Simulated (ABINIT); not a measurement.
Runs of ABINIT 10.8.3 (patched build) on CdSe. It takes space group F-43m (No. 216, cubic). The conventional cell has a = 6.141 Å, b = 6.141 Å, c = 6.141 Å, α = 90.00°, β = 90.00°, γ = 90.00°. Cd (site symmetry -43m) has 4 Se at 2.66 Å as nearest neighbours. Se (site symmetry -43m) is surrounded by 4 Cd at 2.66 Å. Measurements of this composition are mostly on another form, of space group No. 186.

```tsv
task	level	potentials or basis	k mesh	cutoff (eV)	fine-grid cutoff	gap on the mesh (eV)	pressure (GPa)	V0 of scaled cells (Å³/atom)	B0 (GPa)
equation of state	PBE	Ansatz NC PBE	5 × 5 × 5	1170	-	-	-	(b)	45
equation of state	PBE	SPMS NC PBE v1.0	5 × 5 × 5	925	-	-	-	29.77	45
equation of state	PBE	JTH PAW PBE v2.0	5 × 5 × 5	599	1197.3 eV	-	-	29.79	45
single point	WC	JTH PAW PBE v2.0	8 × 8 × 8	707	1306.15 eV	0.39	-1.4	-	-
equation of state	PBE	PseudoDojo NC SR PBE v0.5 standard	5 × 5 × 5	1388	-	-	-	29.78	45
single point	PBE	JTH PAW PBE v2.0	8 × 8 × 8	707	1306.15 eV	(c)	1.2	-	-
single point	r2SCAN	JTH PAW PBE v2.0	8 × 8 × 8	707	1306.15 eV	1.01	(a)	-	-
equation of state	PBE	PseudoDojo NC SR PBE v0.4.1 standard	5 × 5 × 5	1442	-	-	-	29.78	45
```

Alike in all rows: no spin polarisation; cell as given; smearing fermi-dirac 0.05 eV.

Problem. Fill in the values left out.

Solution. (a) -0.4; (b) 29.76; (c) 0.54.

Caveats: pressures at fixed basis lie under the slope of the energies (some runs); the PAW data sets were made with another functional, which shifts forces and pressure a little (some runs).

A k mesh can miss the band edges, and the runs leave out spin-orbit coupling on Cd, Se.
